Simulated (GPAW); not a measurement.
Runs of GPAW 26.7.0 on TiCo. It takes space group Pm-3m (No. 221, cubic). The conventional cell has a = 2.986 Å, b = 2.986 Å, c = 2.986 Å, α = 90.00°, β = 90.00°, γ = 90.00°. Around Co (site symmetry m-3m) lie 8 Ti at 2.59 Å. Around Ti (site symmetry m-3m) lie 8 Co at 2.59 Å. The cell comes from a database or a generator and needn't be the stable form of this composition.

```tsv
task	level	potentials or basis	cell	band path	band points	gap on the mesh (eV)	pressure (GPa)	moment (μB)
single point	PBEsol	PAW data sets generated in the run's folder for this functional, pw	as given	-	-	none	-8.5	0.71
single point	PBEsol	PAW data sets generated in the run's folder for this functional, pw	atoms moved at random, drawn with an rms of 0.05 Å	-	-	none	-8.4	0.70
band structure	PBEsol	PAW data sets generated in the run's folder for this functional, pw	as given	GXMGRX,MR	100	-	-8.5	0.71
band structure	LDA	the program's PAW data sets (release 1.2.1) made for this functional, pw	as given	GXMGRX,MR	100	-	(a)	0.48
```

Alike in all rows: spin collinear, ferromagnetic start; k mesh 9 × 9 × 9; cutoff (eV) 600; smearing fermi-dirac 0.05 eV.

Q: Estimate the missing entries.

A: (a) -15.1.

A gap of «none» marks a metal or a gap under the smearing width.
